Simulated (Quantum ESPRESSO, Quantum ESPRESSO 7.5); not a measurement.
# Lattice constant of the spinel MnAl₂O₄ from PBEsol with and without a Hubbard U

## Experimental context

The reference is the cubic lattice constant of a synthetic MnAl₂O₄ powder, from Rietveld refinement of X-ray diffraction data taken at room temperature ("Approaching the Ground State of Frustrated A-site Spinels: A Combined Magnetization and Polarized Neutron Scattering Study" (2014, arXiv:1405.4694)). The sample was made by solid-state synthesis and cooled slowly. It is close to a normal spinel, with an inversion of about 0.014. The table gives the refinement error; the text of the source has a larger one, 8.2097(2) Å. I take even that as a statement about this powder rather than about ideal galaxite, because inversion and Mn oxidation depend on preparation. Neither uncertainty matters on the scale of a density-functional error.

| compared with | measured | source's wording or label | T (K) | method |
| --- | --- | --- | --- | --- |
| a (Å) | 8.20979 | 8.20979 ± 4e-05 A | room temperature | powder X-ray diffraction, Rietveld |

Conditions are those given with the value in the passage it was taken from; "not stated" means there, and the paper may say more elsewhere. The values are a selection: others may have been left out beforehand as unlike or outlying.

## Aim and plan

The aim is the lattice constant a to within 1 % of experiment, about 0.08 Å. A good functional for solids should manage that in a stiff oxide, and a wrong treatment of the Mn d shell could use up much of the margin. The calculation is static, whereas the powder was measured warm; thermal and zero-point expansion together should be worth a few tenths of a per cent, so a sound result ought to fall slightly short of the measured value.

The model is the ordered normal spinel in its 14-atom primitive cell. It holds two Mn atoms, enough for the collinear Néel order of the diamond sublattice. The starting cell, 8.187 Å, comes from earlier theory and is no second measurement.

I go straight to PBEsol+U with 3.9 eV on Mn. LDA usually overbinds oxides, and plain PBEsol leaves the high-spin Mn²⁺ d shell too delocalised, which should make the Mn–O bonds too covalent and too short. Magnetic order is checked first, then plain PBEsol is set beside the result for scale, with basis and potentials tested there.

Plain PBE isn't shown in this study.

System: MnAl2O4 (galaxite), cubic normal spinel; Fd-3m (No. 227), 14 atoms in the primitive cell; the database structure is a structure relaxed by earlier theory (a GGA or r2SCAN, not named), not a measurement: a = 8.187 Å; structure from the Materials Project.

On the selection of runs and values: Further runs on this system are not shown.

## 1. PBEsol+U in two magnetic orders

The sample is paramagnetic at room temperature, and I am replacing it by a collinear order. Relaxing both the antiferromagnetic and the ferromagnetic cell shows how much that substitution matters. With weak exchange between the tetrahedral Mn sites I expect a very small difference in a, with the ferromagnetic cell slightly the larger.

**Run 1.** Quantum ESPRESSO 7.5: PBEsol+U (Mn 3.9 eV), GBRV ultrasoft potentials, antiferromagnetic start, cell and atoms relaxed from the database structure, cutoff 45 Ry (density 360 Ry), 4x4x4 k mesh, Gaussian smearing 0.02 eV.

Key lines of the input:
```
! potential files: GBRV ultrasoft potentials, made for PBEsol
&control
  calculation = 'vc-relax'
  forc_conv_thr = 2.0d-4
  etot_conv_thr = 1.0d-5
  nstep = 60
/
&system
  nat = 14
  ntyp = 4
  ecutwfc = 45
  ecutrho = 360
  nbnd = 60
  occupations = 'smearing'
  smearing = 'gaussian'
  degauss = 0.00147
  nspin = 2
  starting_magnetization(1) = 0.5
  starting_magnetization(2) = -0.5
/
&electrons
  conv_thr = 1.0d-8
  electron_maxstep = 100
  mixing_beta = 0.4
/
&ions
/
&cell
  press_conv_thr = 0.5
/
ATOMIC_SPECIES
  Mn1 54.938 Mn.upf
  Mn2 54.938 Mn.upf
  Al 26.982 Al.upf
  O 15.999 O.upf
[... cell and positions ...]
K_POINTS automatic
  4 4 4 0 0 0
HUBBARD ortho-atomic
  U Mn1-3d 3.9
  U Mn2-3d 3.9
```

Command:
```
OMP_NUM_THREADS=1 mpirun -n 4 pw.x -nk 4 -in relax.in > relax.out
```

Selected lines of the output:
```
     absolute magnetization    =     9.91 Bohr mag/cell
```

Converged; 4.3 min on 4 cores of Arm Neoverse V1, shared host.

**Run 2.** Quantum ESPRESSO 7.5: PBEsol+U (Mn 3.9 eV), GBRV ultrasoft potentials, ferromagnetic start, cell and atoms relaxed from the database structure, cutoff 45 Ry (density 360 Ry), 4x4x4 k mesh, Gaussian smearing 0.02 eV.

Key lines of the input, as changed from run 1:
```diff
  &system
-   ntyp = 4
+   ntyp = 3
-   starting_magnetization(2) = -0.5
  ATOMIC_SPECIES
-   Mn2 54.938 Mn.upf
  HUBBARD ortho-atomic
-   U Mn2-3d 3.9
```

Selected lines of the output:
```
     total magnetization       =    10.00 Bohr mag/cell
```

Converged; 3.5 min on 4 cores of Arm Neoverse V2, shared host.

| quantity | run 1 | run 2 | measured |
| --- | --- | --- | --- |
| a (Å) | 8.2308 | 8.2346 | 8.20979 |
| net moment per formula unit (μB) | 0 | 5 |  |
| absolute moment per formula unit (μB) | 4.955 | 5.015 |  |
| conventional cell volume (Å³) | 557.60 | 558.37 |  |
| final pressure (GPa) | −0.021 | −0.024 |  |

The antiferromagnetic cell comes out at 8.2308 Å, 0.26 % above the measured constant and well within the 1 % target. The sign is not the one I expected: a static cell should lie below a room-temperature one, and this lies above it. Adding thermal and zero-point expansion would therefore widen the deviation, though a few tenths of a per cent more still fit within the target.

Ferromagnetic order lengthens a by only 0.0038 Å, in the expected direction. The collinear stand-in for the paramagnet is thus not what puts the result above experiment. The ferromagnetic cell carries 5 μB per formula unit, as high-spin d⁵ Mn²⁺ should.

## 2. Plain PBEsol, with basis and potentials tested

I now take U away and keep the antiferromagnetic order, to see how much of the excess length comes with the Hubbard term. I expect a shorter lattice constant. At this plain PBEsol level I also raise the cutoff and, separately, replace the ultrasoft potentials by norm-conserving ones. These two checks count strictly for PBEsol without U, but they test the same Mn, Al and O potentials and the same basis that the first result uses.

**Run 3.** Quantum ESPRESSO 7.5: PBEsol, GBRV ultrasoft potentials, antiferromagnetic start, cell and atoms relaxed from the database structure, cutoff 45 Ry (density 360 Ry), 4x4x4 k mesh, Gaussian smearing 0.02 eV.

Key lines of the input, as changed from run 1:
```diff
- HUBBARD ortho-atomic
-   U Mn1-3d 3.9
-   U Mn2-3d 3.9
```

Selected lines of the output:
```
     absolute magnetization    =     9.77 Bohr mag/cell
```

Converged; 3.7 min on 4 cores of Arm Neoverse V1, shared host.

**Run 4.** Quantum ESPRESSO 7.5: PBEsol, GBRV ultrasoft potentials, antiferromagnetic start, cell and atoms relaxed from the database structure, cutoff 61 Ry (density 488 Ry), 4x4x4 k mesh, Gaussian smearing 0.02 eV.

Key lines of the input, as changed from run 3:
```diff
  &system
-   ecutwfc = 45
-   ecutrho = 360
+   ecutwfc = 61
+   ecutrho = 488
```

Converged; 5 min on 4 cores of Arm Neoverse V2, shared host.

**Run 5.** Quantum ESPRESSO 7.5: PBEsol, PseudoDojo norm-conserving potentials, antiferromagnetic start, cell and atoms relaxed from the database structure, cutoff 96 Ry, 4x4x4 k mesh, Gaussian smearing 0.02 eV.

Key lines of the input, as changed from run 3:
```diff
- ! potential files: GBRV ultrasoft potentials, made for PBEsol
+ ! potential files: PseudoDojo norm-conserving potentials, made for PBEsol
  &system
-   ecutwfc = 45
-   ecutrho = 360
+   ecutwfc = 96
```

Converged; 6.2 min of wall time.

| quantity | run 3 | run 4 | run 5 | measured |
| --- | --- | --- | --- | --- |
| a (Å) | 8.1869 | 8.1886 | 8.1721 | 8.20979 |
| net moment per formula unit (μB) | 0 | 0 | 0 |  |
| absolute moment per formula unit (μB) | 4.885 | 4.885 | 4.89 |  |
| conventional cell volume (Å³) | 548.74 | 549.07 | 545.75 |  |
| final pressure (GPa) | −0.004 | −0.004 | −0.001 |  |

Without U the lattice constant falls to 8.1869 Å, 0.28 % below the measured value. The Hubbard term therefore lengthens a by about 0.044 Å, which is more than the whole excess of the PBEsol+U result over experiment. The absolute moment drops slightly when U is removed, in line with the more covalent Mn–O bond I had argued for. Plain PBEsol is nevertheless not the failure I had feared: it meets the 1 % target as well, and it errs on the side where a static cell should lie. That it falls on the database cell is no confirmation, since that cell is itself computed.

The higher cutoff changes a by only about 0.002 Å. The potentials matter more: the norm-conserving set gives 8.1721 Å, 0.0165 Å below the ultrasoft result at the higher cutoff and 0.46 % below experiment. That shift is small against the target but not against the deviations of either level, so I do not rank PBEsol and PBEsol+U by their distance from the measured value. Both checks were made without U. With U the choice of potential also enters through the atomic orbitals on which the correction acts, and a check of that part is not shown in this report.

## 3. A smaller U on manganese

The verdict rests on PBEsol+U, and its lattice constant depends on a U that I chose rather than derived. I repeat the antiferromagnetic relaxation with 1.9 eV on Mn, about half the first value. I expect a to fall between the plain PBEsol and the 3.9 eV results, which would show how evenly the expansion builds up with U.

**Run 6.** Quantum ESPRESSO 7.5: PBEsol+U (Mn 1.9 eV), GBRV ultrasoft potentials, antiferromagnetic start, cell and atoms relaxed from the database structure, cutoff 45 Ry (density 360 Ry), 4x4x4 k mesh, Gaussian smearing 0.02 eV.

Key lines of the input, as changed from run 3:
```diff
+ HUBBARD ortho-atomic
+   U Mn1-3d 1.9
+   U Mn2-3d 1.9
```

Selected lines of the output:
```
     new unit-cell volume =    933.82336 a.u.^3 (   138.37835 Ang^3 )
     absolute magnetization    =     9.85 Bohr mag/cell
```

Converged; 3 min of wall time.

| quantity | run 6 | measured | deviation |
| --- | --- | --- | --- |
| a (Å) | 8.2106 | 8.20979 | +0.0008 (+0.0 %) |
| net moment per formula unit (μB) | 0 |  |  |
| absolute moment per formula unit (μB) | 4.925 |  |  |
| conventional cell volume (Å³) | 553.51 |  |  |
| final pressure (GPa) | −0.061 |  |  |

With 1.9 eV on Mn the lattice constant is 8.2106 Å, between the two earlier values as I expected. The expansion builds up fairly evenly: 0.0237 Å from no U to 1.9 eV, and 0.0202 Å from there to 3.9 eV. The 1 % target is met at all three settings, so the verdict does not hang on my choice of U.

The near coincidence with experiment, 0.0008 Å, is no reason to adopt the smaller U. It is not even resolved by this run: the final pressure of −0.061 GPa, the largest residual of the series, leaves the cell slightly too large, by roughly a thousandth of an ångström in an oxide this stiff. A static cell that matches a room-temperature one becomes too long once thermal and zero-point expansion are added, and the change of potentials in plain PBEsol moved a by far more than this difference.

## Overview

| run | settings | a (Å) | deviation | cost |
| --- | --- | --- | --- | --- |
| 1 | PBEsol+U (Mn 3.9 eV), GBRV ultrasoft potentials, antiferromagnetic start, cutoff 45 Ry (density 360 Ry) | 8.2308 | +0.0210 (+0.3 %) | 17 core-min |
| 2 | PBEsol+U (Mn 3.9 eV), GBRV ultrasoft potentials, ferromagnetic start, cutoff 45 Ry (density 360 Ry) | 8.2346 | +0.0248 (+0.3 %) | 14 core-min |
| 3 | PBEsol, GBRV ultrasoft potentials, antiferromagnetic start, cutoff 45 Ry (density 360 Ry) | 8.1869 | −0.0228 (−0.3 %) | 15 core-min |
| 4 | PBEsol, GBRV ultrasoft potentials, antiferromagnetic start, cutoff 61 Ry (density 488 Ry) | 8.1886 | −0.0212 (−0.3 %) | 20 core-min |
| 5 | PBEsol, PseudoDojo norm-conserving potentials, antiferromagnetic start, cutoff 96 Ry | 8.1721 | −0.0377 (−0.5 %) | 25 core-min |
| 6 | PBEsol+U (Mn 1.9 eV), GBRV ultrasoft potentials, antiferromagnetic start, cutoff 45 Ry (density 360 Ry) | 8.2106 | +0.0008 (+0.0 %) | 12 core-min |
|  | measured | 8.20979 |  |  |

Further runs on the same system, made beside this series (convergence steps with loose settings among them):

| further | settings | a (Å) | deviation | cost |
| --- | --- | --- | --- | --- |
| F1 | PBEsol+D3(BJ), GBRV ultrasoft potentials, antiferromagnetic start, cutoff 45 Ry (density 360 Ry), 4x4x4 k mesh | 8.1476 | −0.0622 (−0.8 %) | 13 core-min |
| F2 | LDA, GBRV ultrasoft potentials, antiferromagnetic start, cutoff 45 Ry (density 360 Ry), 4x4x4 k mesh | 8.1049 | −0.1049 (−1.3 %) | 15 core-min |
| F3 | PBEsol, GBRV ultrasoft potentials, antiferromagnetic start, cutoff 45 Ry (density 360 Ry), 2x2x2 k mesh | 8.1869 | −0.0229 (−0.3 %) | 7.8 core-min |
|  | measured | 8.20979 |  |  |

## Assessment

PBEsol+U with 3.9 eV on Mn meets the 1 % target. Its antiferromagnetic cell has a = 8.2308 Å, 0.26 % above the room-temperature value, for 17 core-minutes. Thermal and zero-point expansion, roughly a few tenths of a per cent, would widen that excess but should leave it within the target.

The Hubbard term was not needed to get there. Plain PBEsol passes too, 0.28 % too short, and expansion would bring it closer to experiment. My reason for skipping it at first was too pessimistic. LDA was rightly left aside: it falls 1.3 % short, though expansion would bring it near the limit. Adding D3 to PBEsol shortens a by about 0.04 Å; that still passes, but moves away from the measurement.

The U series mattered most. It shows that U lengthens the cell steadily, so the near-exact match at 1.9 eV is a crossing point between a short and a long result, not evidence for that value. A U somewhat too large for this functional may explain the excess at 3.9 eV, but that is conjecture. Magnetic order moves a by only 0.0038 Å.

In plain PBEsol the higher cutoff adds about 0.002 Å, and the coarser k mesh changes almost nothing. The norm-conserving potentials give a cell 0.0165 Å shorter than the ultrasoft ones at the higher cutoff, a difference comparable to the deviations being judged. How far the potentials matter with U is not settled here, nor is the effect of the sample's slight inversion. I therefore do not rank PBEsol against PBEsol+U.

[Logs are printed without paths, hosts, clocks, repeated set-up lines and the standing remarks that a program may print on its own settings, such as how far it seeks lower states.]

[The runs shown are a pick from a larger set of finished runs; failed, doubtful and other runs were left out of it ahead of writing. So were measured values far from every level or from commonly accepted values, and agreement can look better than it is. Lines of input and output are excerpts and may be shortened.]
